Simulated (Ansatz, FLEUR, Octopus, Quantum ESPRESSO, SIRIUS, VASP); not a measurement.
## GaAs: programs and potentials compared

```
As Ga
1.0
     0.00000    2.82685    2.82685
     2.82685    0.00000    2.82685
     2.82685    2.82685    0.00000
As Ga
1 1
Direct
  0.75000 0.75000 0.75000
  0.00000 0.00000 0.00000
```

Alike in all runs: task single point; functional PBEsol; k mesh 8 × 8 × 8; occupations fermi-dirac, width 0.05 eV; no spin polarisation; no spin-orbit coupling. Pressure is positive in compression and, in plane waves, holds the error of the finite cutoff.

| program and potentials | plane-wave cutoff (eV) | notes | band gap (eV) | pressure (GPa) |
| --- | --- | --- | --- | --- |
| Quantum ESPRESSO, GBRV 1.5 PBEsol | 762 | 12 valence electrons an atom on average | 0.45 | 0.47 |
| Octopus, pseudodojo_pbesol (PseudoDojo 0.4, PBEsol) | - | 14 valence electrons an atom on average | 0.44 | - |
| Ansatz, all-electron LAPW, scalar-relativistic | - | - | 0.45 | 0.19 |
| VASP, PBE PAW files As, Ga_d, 520 eV | 520 | potentials made for PBE; 9 valence electrons an atom on average | 0.46 | 0.34 |
| SIRIUS, PseudoDojo 0.4.1 PBEsol standard (scalar relativistic) | 1152 | 14 valence electrons an atom on average | 0.44 | 0.26 |
| FLEUR, all-electron, FLAPW | - | - | 0.45 | - |

The band gap spans 0.44 (Octopus, pseudodojo_pbesol (PseudoDojo 0.4, PBEsol)) to 0.46 eV (VASP, PBE PAW files As, Ga_d, 520 eV), with all-electron results at 0.45. The pressure spans 0.19 (Ansatz, all-electron LAPW, scalar-relativistic) to 0.47 GPa (Quantum ESPRESSO, GBRV 1.5 PBEsol), with all-electron results at 0.19. Spin-orbit coupling, left out here, moves the band edges of heavy atoms.

Differences between rows come from potentials, basis sets and numerical settings, since the functional is the same but for its coding. Runs on potential files found faulty are left out.
